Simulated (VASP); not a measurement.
Runs of VASP 6.6.1 on ZnSe (Stilleite). It takes space group F-43m (No. 216, cubic). Conventional cell: a = 5.668 Å, b = 5.668 Å, c = 5.668 Å, α = 90.00°, β = 90.00°, γ = 90.00°. Zn (site symmetry -43m) is surrounded by 4 Se at 2.45 Å. Around Se (site symmetry -43m) lie 4 Zn at 2.45 Å. 

| task | cell | gap on the mesh (eV) | pressure (GPa) |
| --- | --- | --- | --- |
| relaxation of the atoms | atoms relaxed from: a relaxed cell with its volume scaled by 1.04 | (b) | -2.4 |
| relaxation of the atoms | atoms relaxed from: a relaxed cell with its volume scaled by 0.94 | 1.48 | 4.6 |
| relaxation of the atoms | atoms relaxed from: a relaxed cell with its volume scaled by 1.02 | 1.15 | -1.3 |
| relaxation of cell and atoms | relaxed | 1.23 | 0.0 |
| relaxation of the atoms | atoms relaxed from: a relaxed cell with its volume scaled by 0.98 | 1.31 | 1.3 |
| relaxation of the atoms | atoms relaxed | 1.23 | 0.0 |
| relaxation of the atoms | atoms relaxed from: a relaxed cell with its volume scaled by 0.96 | 1.39 | 2.9 |
| relaxation of the atoms | atoms relaxed from: a relaxed cell with its volume scaled by 1.06 | (a) | -3.3 |

Alike in all rows: level PBEsol; potentials or basis VASP PAW PBE potentials, release 64 (Zn, Se); no spin polarisation; k mesh 8 × 8 × 8; cutoff (eV) 600; smearing gaussian 0.03 eV.

Question: Fill in the values left out.

Answer: (a) 1.00; (b) 1.07.

Caveats: the PAW data sets were made with another functional, which shifts forces and pressure a little; the relaxation stopped at its first step, so nothing moved (some runs).

A k mesh can miss the band edges, and the runs leave out spin-orbit coupling on Se.
